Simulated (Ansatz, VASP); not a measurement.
**Two plane-wave programs on Ga3N2**

```
CELL_PARAMETERS angstrom
4.46265 0.00000 0.00000
0.00000 4.46265 0.00000
0.00000 0.00000 4.46265
ATOMIC_POSITIONS crystal
Ga 0.00000 0.50000 0.50000
Ga 0.50000 0.00000 0.50000
Ga 0.50000 0.50000 0.00000
N 0.00000 0.00000 0.00000
N 0.50000 0.50000 0.50000
```

Alike in both runs: task single point; functional PBE; k mesh 4 × 4 × 4; occupations gaussian, width 0.1 eV; collinear spin.

|  | VASP | Ansatz |
| --- | --- | --- |
| version | VASP 6.6.1 | Ansatz 0.2.0 |
| potentials or method | VASP PAW PBE potentials, release 64 (Ga_d, N) | scalar-relativistic, plane waves, PAW |
| plane-wave cutoff (eV) | 520 | 420 |
| valence electrons in the cell | 49 | 49 |

Ansatz gave:

- gap on the k mesh at the Fermi level (eV): none
- pressure (GPa): -9.2
- net moment per atom (μB): 0.00

Task: Estimate VASP's values.

Result: gap on the k mesh at the Fermi level (eV): none; pressure (GPa): -9.0; net moment per atom (μB): 0.00.

A gap of «none» marks a metal or a gap that the smearing closes. Ansatz warned: «seeded_moment_not_kept».
